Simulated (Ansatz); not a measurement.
A run of Ansatz 0.2.0 is set up as follows.

input.yaml

```yaml
crystal:
  lattice:
    - [3.5230547267, 0.0, 0.0]
    - [0.0, 3.5230547267, 0.0]
    - [0.0, 0.0, 3.5230547267]
  atoms:
    - { symbol: Ni, position: [0.5, 0.5, 0.0], spin: -0.06 }
    - { symbol: Ni, position: [0.5, 0.0, 0.5], spin: 0.59 }
    - { symbol: Ni, position: [0.0, 0.5, 0.5], spin: -0.79 }
    - { symbol: Al, position: [0.0, 0.0, 0.0] }
kpoints:
  mp_grid: { grid: [6, 6, 6] }
scf:
  occupations: { method: fermi_dirac, width: 0.05 }
hamiltonian:
  xc: pbesol
  pseudopotentials: { kind: all_electron, lapw: { basis_error: 0.002 } }
magnetization:
  spin_polarized: true
output:
  forces: true
  stress: true
  eigenvalues: true
```

Potentials or basis: all-electron LAPW, scalar-relativistic.

Run with:

```bash
$ ansatz run input.yaml --threads 4 --pin off --max-ram 12288MiB --backend cpu --events-out ev --progress --plain --runs-dir out
```

Task: What does it give for the absolute moment?

Result: 0.83 μB per cell.

Task: Estimate the site moments.

Result: Ni -0.24; Al +0.02 μB.

Task: What does it give for the pressure?

Result: -0.7 GPa.

Task: Estimate the band gap on the k mesh.

Result: None (metal or under the smearing width).

Caveat: the starting moments weren't kept.
